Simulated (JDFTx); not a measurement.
The system is CuO.

```
CELL_PARAMETERS angstrom
2.55255 0.00000 0.00000
0.00000 2.55255 0.00000
0.00000 0.00000 2.55255
ATOMIC_POSITIONS crystal
Cu 0.00000 0.00000 0.00000
O 0.50000 0.50000 0.50000
```

Measurements of this composition are mostly on another form, of space group No. 15.

| Item | Value |
| --- | --- |
| Program | JDFTx 1.7.0 (patched build) |
| Task | relaxation of cell and atoms |
| Functional | PBE |
| Potentials or basis | PseudoDojo-SR-PBE-0.5-standard with smoothed tails |
| Cutoff | 1252 eV |
| Density cutoff | 10014 eV |
| k mesh | 6 × 6 × 6 |
| Occupations | fermi-dirac, width 0.05 eV |
| Spin | no spin polarisation |

At the start: pressure 20.8 GPa; volume 8.32 Å³/atom.

How do energy, volume and symmetry change on relaxing?

Over 6 steps the energy falls by 48.6 meV/atom and the volume is 9.12 Å³/atom (+9.7 %); space group Pm-3m (No. 221, to 0.05 Å).

Step by step:
```csv
step,energy change (eV),largest force (eV/Å),pressure (GPa),volume (Å³)
1,0.0000,0.0000,20.81,16.63
2,-0.0207,0.0000,18.14,16.80
3,-0.0958,0.0000,2.12,18.05
4,-0.0971,0.0000,0.57,18.22
5,-0.0971,0.0000,0.06,18.25
6,-0.0971,0.0000,0.01,18.25
```

Final structure:
```
Cu O
1.0
     2.63276    0.00000    0.00000
     0.00000    2.63276    0.00000
     0.00000    0.00000    2.63276
Cu O
1 1
Direct
  0.00000 0.00000 0.00000
  0.50000 0.50000 0.50000
```

Caveat: the k mesh is coarse (spacing up to 0.41 Å⁻¹), so the values aren't converged; the plane waves are those of the starting cell, so after so large a change of volume the result is rough; an odd number of electrons without spin polarisation forces a metal; a magnetic or distorted state may lie lower; the run has no spin polarisation, though such a crystal can be magnetic.
